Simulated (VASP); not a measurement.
# AgBr (Fm-3m) in VASP: further runs

The runs below take AgBr through relaxation of cell and atoms, with LDA, PBEsol.

Program: VASP 6.6.1. These are calculated values, not measurements. Logs are shortened: lines on timing, memory, paths and dates and some standing lists are left out, and cuts for length are marked.

### 1 The crystal as given

The structure is cubic, space group Fm-3m (No. 225). Conventional cell: a = 5.784 Å, b = 5.784 Å, c = 5.784 Å, α = 90.00°, β = 90.00°, γ = 90.00°. Ag (site symmetry m-3m) has 6 Br at 2.89 Å as nearest neighbours. Around Br (site symmetry m-3m) lie 6 Ag at 2.89 Å.

The cell is a database's computed one.

### 2 Relaxation of cell and atoms, LDA

INCAR reads:

```
SYSTEM = AgBr
  PREC = Accurate
  ENCUT = 300
  EDIFF = 1E-7
  ISMEAR = 0
  SIGMA = 0.02
  LREAL = .FALSE.
  LASPH = .TRUE.
  NELM = 100
  ALGO = Normal
  ISIF = 3
  LWAVE = .FALSE.
  LCHARG = .FALSE.
  IBRION = 2
  NSW = 60
  EDIFFG = -0.005
```

KPOINTS reads:

```
regular mesh
0
G
  4 4 4
  0 0 0
```

POSCAR reads:

```
AgBr
1.0
    0.0000000000      2.8921694800      2.8921694800
    2.8921694800      0.0000000000      2.8921694800
    2.8921694800      2.8921694800      0.0000000000
Ag Br
1 1
Direct
    0.0000000000      0.0000000000      0.0000000000
    0.5000000000      0.5000000000      0.5000000000
```

Potentials or basis: VASP PAW LDA potentials, release 64 (Ag, Br).

On the command line:

```console
$ cat potpaw_LDA.64/Ag/POTCAR potpaw_LDA.64/Br/POTCAR > POTCAR
$ mpirun -np 1 vasp_std > vasp.out
```

OUTCAR:

```text
SYSTEM = AgBr
   PREC = Accurate
   ENCUT = 300
   EDIFF = 1E-7
   ISMEAR = 0
   LREAL = .FALSE.
   LASPH = .TRUE.
   NELM = 100
   ISIF = 3
   IBRION = 2
   NSW = 60
   EDIFFG = -0.005

 ion  position               nearest neighbor table
   1  0.000  0.000  0.000-   2 2.89   2 2.89   2 2.89   2 2.89   2 2.89   2 2.89
   2  0.500  0.500  0.500-   1 2.89   1 2.89   1 2.89   1 2.89   1 2.89   1 2.89

  LATTYP: Found a face centered cubic cell.
 ALAT       =     5.7843389600

  Lattice vectors:

 A1 = (   0.0000000000,   2.8921694800,   2.8921694800)
 A2 = (   2.8921694800,   0.0000000000,   2.8921694800)
 A3 = (   2.8921694800,   2.8921694800,   0.0000000000)

Analysis of symmetry for initial positions (statically):
=====================================================================
 Subroutine PRICEL returns:
 Original cell was already a primitive cell.

 Routine SETGRP: Setting up the symmetry group for a
 face centered cubic supercell.

 Subroutine GETGRP returns: Found 48 space group operations
 (whereof 48 operations were pure point group operations)
 out of a pool of 48 trial point group operations.

The static configuration has the point symmetry O_h .

Analysis of symmetry for dynamics (positions and initial velocities):
=====================================================================
 Subroutine PRICEL returns:
 Original cell was already a primitive cell.

 Routine SETGRP: Setting up the symmetry group for a
 face centered cubic supercell.

 Subroutine GETGRP returns: Found 48 space group operations
 (whereof 48 operations were pure point group operations)
 out of a pool of 48 trial point group operations.

The dynamic configuration has the point symmetry O_h .

 Subroutine INISYM returns: Found 48 space group operations
 (whereof 48 operations are pure point group operations),
 and found     1 'primitive' translations

----------------------------------------------------------------------------------------

                                     Primitive cell

  volume of cell :      48.3839

  direct lattice vectors                    reciprocal lattice vectors
     0.000000000  2.892169480  2.892169480    -0.172880602  0.172880602  0.172880602
     2.892169480  0.000000000  2.892169480     0.172880602 -0.172880602  0.172880602
     2.892169480  2.892169480  0.000000000     0.172880602  0.172880602 -0.172880602

  length of vectors
     4.090145303  4.090145303  4.090145303     0.299437986  0.299437986  0.299437986

  position of ions in fractional coordinates (direct lattice)
     0.000000000  0.000000000  0.000000000
     0.500000000  0.500000000  0.500000000

  ion indices of the primitive-cell ions
   primitive index   ion index
                 1           1
                 2           2

----------------------------------------------------------------------------------------

 KPOINTS: regular mesh

Automatic generation of k-mesh.
 Grid dimensions read from file:
 generate k-points for:    4    4    4

 Generating k-lattice:

  Cartesian coordinates                     Fractional coordinates (reciprocal lattice)
    -0.043220150  0.043220150  0.043220150     0.250000000  0.000000000  0.000000000
     0.043220150 -0.043220150  0.043220150     0.000000000  0.250000000  0.000000000
     0.043220150  0.043220150 -0.043220150     0.000000000  0.000000000  0.250000000

  Length of vectors
     0.074859496  0.074859496  0.074859496

  Shift w.r.t. Gamma in fractional coordinates (k-lattice)
     0.000000000  0.000000000  0.000000000

 Subroutine IBZKPT returns following result:
 ===========================================

 Found      8 irreducible k-points:

 Following reciprocal coordinates:
            Coordinates               Weight
  0.000000  0.000000  0.000000      1.000000
  0.250000  0.000000  0.000000      8.000000
  0.500000  0.000000  0.000000      4.000000
  0.250000  0.250000  0.000000      6.000000
  0.500000  0.250000  0.000000     24.000000
 -0.250000  0.250000  0.000000     12.000000
  0.500000  0.500000  0.000000      3.000000
 -0.250000  0.500000  0.250000      6.000000
   k-points           NKPTS =      8   k-points in BZ     NKDIM =      8   number of bands    NBANDS=     13
   number of dos      NEDOS =    301   number of ions     NIONS =      2
   total plane-waves  NPLWV =  13824
   dimension x,y,z NGX =    24 NGY =   24 NGZ =   24
   dimension x,y,z NGXF=    48 NGYF=   48 NGZF=   48
   ions per type =               1   1
   NGX,Y,Z   is equivalent  to a cutoff of   9.75,  9.75,  9.75 a.u.
   NGXF,Y,Z  is equivalent  to a cutoff of  19.51, 19.51, 19.51 a.u.
 SYSTEM =  AgBr
   PREC   = accura    normal or accurate (medium, high low for compatibility)
   ISTART =      0    job   : 0-new  1-cont  2-samecut
   ICHARG =      2    charge: 1-file 2-atom 10-const
   ISPIN  =      1    spin polarized calculation?
   LNONCOLLINEAR =      F non collinear calculations
   LSORBIT =      F    spin-orbit coupling
   LASPH  =      T    aspherical Exc in radial PAW
   ENCUT  =  300.0 eV  22.05 Ry    4.70 a.u.   5.78  5.78  5.78*2*pi/ulx,y,z
   NELM   =    100;   NELMIN=  2; NELMDL= -5     # of ELM steps
   EDIFF  = 0.1E-06   stopping-criterion for ELM
   LREAL  =      F    real-space projection
   EDIFFG = -.5E-02   stopping-criterion for IOM
   NSW    =     60    number of steps for IOM
   IBRION =      2    ionic relax: 0-MD 1-quasi-New 2-CG
   NFREE  =      1    steps in history (QN), initial steepest desc. (CG)
   ISIF   =      3    stress and relaxation
   ISYM   =      2    0-nonsym 1-usesym 2-fastsym
   POTIM  = 0.5000    time-step for ionic-motion
   TEBEG  =    0.0;   TEEND  =   0.0 temperature during run
   PSTRESS=    0.0 pullay stress
   NELECT =      18.0000    total number of electrons
   NUPDOWN=      -1.0000    fix difference up-down
   EMIN   =  10.00;   EMAX   =-10.00  energy-range for DOS
   EFERMI =   0.00;   METHOD = LEGACY
   ISMEAR =     0;   SIGMA  =   0.02  broadening in eV -4-tet -1-fermi 0-gaus
   EFERMI_NEDOS =   21; number of points for ismear=-14 and -15
   IALGO  =     38    algorithm
   IMIX   =      4    mixing-type and parameters
     AMIX     =   0.40;   BMIX     =  1.00
     AMIX_MAG =   1.60;   BMIX_MAG =  1.00
  volume/ion in A,a.u.               =      24.19       163.26
  Fermi-wavevector in a.u.,A,eV,Ry     =   1.177421  2.225004 18.862045  1.386321
  Thomas-Fermi vector in A             =   2.313768
   LORBIT       =      0    0 simple, 1 ext, 2 COOP (PROOUT), +10 PAW based schemes
   GGA     = CA    functional components
   LHFCALC =     F    Hartree Fock is set to
   AEXX    =    0.0000 exact exchange contribution
   IVDW    =     0    specifies the selected vdW correction
   LEPSILON=     F    determine dielectric tensor
   LRPA    =     F    only Hartree local field effects (RPA)
 conjugate gradient relaxation of ions
 non-spin polarized calculation
 Gauss-broadening in eV      SIGMA  =   0.02
  energy-cutoff  :      300.00
  volume of cell :       48.38
 maximum number of plane-waves:       588
   NGX = 11   NGY = 11   NGZ = 11

--------------------------------------- Ionic step        1  -------------------------------------------

 number of electron      18.0000016 magnetization

 Free energy of the ion-electron system (eV)
  ---------------------------------------------------
  ext. energy  EPLUGINS =         0.00000000
  ---------------------------------------------------
  free energy    TOTEN  =        -6.30714907 eV

  energy without entropy =       -6.30714907  energy(sigma->0) =       -6.30714907

 E-fermi :   3.3662     XC(G=0): -10.1597

 val. band max:        3.2292094320   @ k =   0.5000   0.0000   0.0000
 cond. band min:       3.6228235433   @ k =   0.0000   0.0000   0.0000
 fundamental gap:      0.3936141113
 Fermi energy:         3.3661601625

 k-point     1 :       0.0000    0.0000    0.0000
  band No.  band energies     occupation
      1     -11.7178      2.00000
      2       0.4522      2.00000
      3       0.4522      2.00000
      4       0.4526      2.00000
      5       0.4526      2.00000
      6       0.4526      2.00000
      7       1.3818      2.00000
      8       1.3818      2.00000
      9       1.3818      2.00000
     10       3.6228      0.00000
     11      13.0523      0.00000
     12      13.0523      0.00000
     13      13.0523      0.00000

 k-point     2 :       0.2500    0.0000    0.0000
  band No.  band energies     occupation
      1     -11.5133      2.00000
      2      -0.8568      2.00000
      3      -0.4087      2.00000
      4      -0.4087      2.00000
      5       0.5977      2.00000
      6       0.5977      2.00000
      7       0.9237      2.00000
      8       2.4845      2.00000
      9       2.4845      2.00000
     10       5.8594      0.00000
     11      10.1806      0.00000
     12      11.2738      0.00000
     13      11.2738      0.00000
[... 143 lines left out ...]
 VOLUME and BASIS-vectors are now :
 -----------------------------------------------------------------------------
  energy-cutoff  :      300.00
  volume of cell :       43.44
      direct lattice vectors                 reciprocal lattice vectors
    -0.000000000  2.790093919  2.790093919    -0.179205437  0.179205437  0.179205437
     2.790093919  0.000000000  2.790093919     0.179205437 -0.179205437  0.179205437
     2.790093919  2.790093919 -0.000000000     0.179205437  0.179205437 -0.179205437

 POSITION                                       TOTAL-FORCE (eV/Angst)
 -----------------------------------------------------------------------------------
      5.58019      2.79009      2.79009        -0.000000      0.000000     -0.000000
      2.79009      2.79009      2.79009         0.000000     -0.000000      0.000000
 -----------------------------------------------------------------------------------
    total drift:                                0.000000     -0.000000      0.000000

  FREE ENERGIE OF THE ION-ELECTRON SYSTEM (eV)
  ---------------------------------------------------
  free  energy   TOTEN  =        -6.3870833867 eV

  energy  without entropy=       -6.3870833867  energy(sigma->0) =       -6.38708339

--------------------------------------- Ionic step        3  -------------------------------------------

 number of electron      17.9999991 magnetization

 Free energy of the ion-electron system (eV)
  ---------------------------------------------------
  ext. energy  EPLUGINS =         0.00000000
  ---------------------------------------------------
  free energy    TOTEN  =        -6.38728005 eV

  energy without entropy =       -6.38728005  energy(sigma->0) =       -6.38728005

 E-fermi :   4.7102     XC(G=0): -10.6669

 val. band max:        4.5667963414   @ k =   0.5000   0.0000   0.0000
 cond. band min:       4.9639804396   @ k =   0.0000   0.0000   0.0000
 fundamental gap:      0.3971840982
 Fermi energy:         4.7101662143

 k-point     1 :       0.0000    0.0000    0.0000
  band No.  band energies     occupation
      1     -11.0775      2.00000
      2       1.3084      2.00000
      3       1.3084      2.00000
      4       1.3084      2.00000
      5       1.3131      2.00000
      6       1.3131      2.00000
      7       2.3393      2.00000
      8       2.3393      2.00000
      9       2.3393      2.00000
     10       4.9640      0.00000
     11      14.3713      0.00000
     12      14.3713      0.00000
     13      14.3713      0.00000

 k-point     2 :       0.2500    0.0000    0.0000
  band No.  band energies     occupation
      1     -10.8037      2.00000
      2      -0.2244      2.00000
      3       0.3010      2.00000
      4       0.3010      2.00000
      5       1.4948      2.00000
      6       1.4948      2.00000
      7       1.8831      2.00000
      8       3.6608      2.00000
      9       3.6608      2.00000
     10       7.3182      0.00000
     11      11.5262      0.00000
     12      12.5805      0.00000
     13      12.5805      0.00000
[... 107 lines left out ...]
 VOLUME and BASIS-vectors are now :
 -----------------------------------------------------------------------------
  energy-cutoff  :      300.00
  volume of cell :       43.65
      direct lattice vectors                 reciprocal lattice vectors
    -0.000000000  2.794531519  2.794531519    -0.178920866  0.178920866  0.178920866
     2.794531519  0.000000000  2.794531519     0.178920866 -0.178920866  0.178920866
     2.794531519  2.794531519 -0.000000000     0.178920866  0.178920866 -0.178920866

 POSITION                                       TOTAL-FORCE (eV/Angst)
 -----------------------------------------------------------------------------------
     -0.00000      0.00000      0.00000        -0.000000     -0.000000     -0.000000
      2.79453      2.79453      2.79453         0.000000      0.000000      0.000000
 -----------------------------------------------------------------------------------
    total drift:                                0.000000     -0.000000     -0.000000

  FREE ENERGIE OF THE ION-ELECTRON SYSTEM (eV)
  ---------------------------------------------------
  free  energy   TOTEN  =        -6.3872800481 eV

  energy  without entropy=       -6.3872800481  energy(sigma->0) =       -6.38728005

 reached required accuracy - stopping structural energy minimisation
```

Wall time 3.2 s (1 thread of Intel Xeon 6975P-C (Granite Rapids), shared host); peak memory 0.13 GiB.

Results:

| Item | Value |
| --- | --- |
| Free energy | -6.3873 eV |
| Relaxed volume | 21.82 Å³/atom |
| Relaxed cell | a = 3.952 Å, b = 3.952 Å, c = 3.952 Å, α = 60.00°, β = 60.00°, γ = 60.00° |
| Space group after relaxing (to 0.05 Å) | Fm-3m (No. 225) |
| Energy gained by relaxing | 40.1 meV/atom |
| Ionic steps | 3 |
| Pressure after relaxing | 0.0 GPa |
| Band gap on the k mesh | 0.40 eV, indirect (least direct gap 2.62 eV) |

Step by step:
| step | energy change (eV) | largest force (eV/Å) | pressure (GPa) | volume (Å³) |
| --- | --- | --- | --- | --- |
| 1 | 0.0000 | 0.0000 | -4.85 | 48.38 |
| 2 | -0.0799 | 0.0000 | 0.31 | 43.44 |
| 3 | -0.0801 | 0.0000 | 0.00 | 43.65 |

Final structure:
```
Ag Br
1.0
     0.00000    2.79453    2.79453
     2.79453    0.00000    2.79453
     2.79453    2.79453    0.00000
Ag Br
1 1
Direct
  0.00000 0.00000 0.00000
  0.50000 0.50000 0.50000
```

Caveat: the k mesh is coarse (spacing up to 0.47 Å⁻¹), so the values aren't converged; the cutoff is under 1.25 times the usual one of these potentials, so pressure, stress and relaxed cells hold a basis-set (Pulay) error.

### 3 Relaxation of cell and atoms, PBEsol

INCAR reads:

```
PREC     = Accurate       # precision mode
ENCUT    = 600            # plane-wave cutoff, eV
EDIFF    = 1E-7           # SCF threshold, eV
ISMEAR   = 0              # smearing method
SIGMA    = 0.02           # smearing width, eV
LREAL    = F              # projectors in reciprocal space
LASPH    = T              # aspherical terms in the spheres
NELM     = 60             # most SCF steps
ALGO     = Normal         # electronic algorithm
ISIF     = 3              # what is computed and relaxed
LWAVE    = F              # write WAVECAR
LCHARG   = F              # write CHGCAR
GGA      = PS             # functional
IBRION   = 2              # ionic algorithm
NSW      = 60             # ionic steps
EDIFFG   = -0.005         # ionic threshold
```

KPOINTS reads:

```
regular mesh
0
Gamma
  3 3 3
```

POSCAR is that of step 2.

Potentials or basis: VASP PAW PBE potentials, release 64 (Ag, Br).

On the command line:

```console
$ cat potpaw_PBE.64/Ag/POTCAR potpaw_PBE.64/Br/POTCAR > POTCAR
$ mpirun -np 1 vasp_std > vasp.out
```

It took 24 s on 1 thread of AMD EPYC, shared host; peak memory 0.17 GiB.

It converged, with:

```yaml
Free_energy: -5.5776 eV
Relaxed_volume: 23.27 Å³/atom
Relaxed_cell: a = 4.037 Å, b = 4.037 Å, c = 4.037 Å, α = 60.00°, β = 60.00°, γ = 60.00°
Space_group_after_relaxing_to_0.05_Å: Fm-3m (No. 225)
Energy_gained_by_relaxing: 5.3 meV/atom
Ionic_steps: 2
Pressure_after_relaxing: 0.0 GPa
Band_gap_on_the_k_mesh: 0.87 eV, indirect (least direct gap 2.46 eV)
```

The path:
```csv
step,energy change (eV),largest force (eV/Å),pressure (GPa),volume (Å³)
1,0.0000,0.0000,-1.77,48.38
2,-0.0107,0.0000,-0.01,46.54
```

Final structure:
```xyz
2
Lattice="0.0000 2.8549 2.8549 2.8549 0.0000 2.8549 2.8549 2.8549 0.0000" Properties=species:S:1:pos:R:3 pbc="T T T"
Ag    2.8549    0.0000    2.8549
Br    2.8549    2.8549    2.8549
```

Levels at points of the mesh, in eV from the valence-band top:
| k point | band 5 | band 6 | band 7 | band 8 | band 9 | band 10 | band 11 | band 12 | band 13 |
| --- | --- | --- | --- | --- | --- | --- | --- | --- | --- |
| (0.00, 0.00, 0.00) | -2.55 | -2.55 | -1.59 | -1.59 | -1.59 | 0.87 | 10.18 | 10.18 | 10.18 |

Caveat: the k mesh is coarse (spacing up to 0.63 Å⁻¹), so the values aren't converged; the PAW data sets were made with another functional, which shifts forces and pressure a little; an odd mesh through Γ misses points on the zone boundary, where band edges often lie.
